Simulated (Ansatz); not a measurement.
This Ansatz 0.2.0 run on K needs a look.

File input.yaml:

```yaml
crystal:
  lattice:
    - [-2.6975585167, 2.6975585167, 2.6975585167]
    - [2.6975585167, -2.6975585167, 2.6975585167]
    - [2.6975585167, 2.6975585167, -2.6975585167]
  atoms:
    - { symbol: K, position_ang: [0.0, 0.0, 0.0] }
hamiltonian:
  xc: lda+u
  pseudopotentials: { kind: paw, accuracy: stringent }
  dispersion: d3bj
kpoints:
  mp_grid: { grid: [5, 5, 5] }
scf:
  occupations: { method: methfessel_paxton, width: 0.05 }
  max_iter: 50
output:
  forces: true
  stress: true
  eigenvalues: true
```

Potentials or basis: SSSP precision PAW.

The run is started by

```console
$ ansatz run input.yaml --threads 1 --pin off --max-ram 2560MiB --backend cpu --events-out ev --progress --plain --runs-dir out
```

Output:

```text
Error: YAML parse error: error: line 9 column 7: hamiltonian.xc: unknown variant `lda+u`, expected one of `lda`, `lda-pw`, `pw92`, `pbe`, `pbesol`, `rpbe`, `revpbe`, `blyp`, `pbe0`, `revpbe0`, `b3lyp`, `b3lyp5`, `hse06`, `wpbeh`, `hiss`, `lc_wpbe`, `cam_b3lyp`, `hf`, `r2scan`, `r2scanh`, `r2scan0`, `r2scan50`, `mr2scan`
  --> <input>:9:7
   |
 7 |     - { symbol: K, position_ang: [0.0, 0.0, 0.0] }
 8 | hamiltonian:
 9 |   xc: lda+u
   |       ^ hamiltonian.xc: unknown variant `lda+u`, expected one of `lda`, `lda-pw`, `pw92`, `pbe`, `pbesol`, `rpbe`, `revpbe`, `blyp`, `pbe0`, `revpbe0`, `b3lyp`, `b3lyp5`, `hse06`, `wpbeh`, `hiss`, `lc_wpbe`, `cam_b3lyp`, `hf`, `r2scan`, `r2scanh`, `r2scan0`, `r2scan50`, `mr2scan`
10 |   pseudopotentials: { kind: paw, accuracy: stringent }
11 |   dispersion: d3bj
   |
```

**Question.** How did it end, and where is the flaw?

**Answer.** The input was rejected before any iteration. The input holds a flaw that was put in on purpose: an unknown functional (hamiltonian.xc = lda+u).
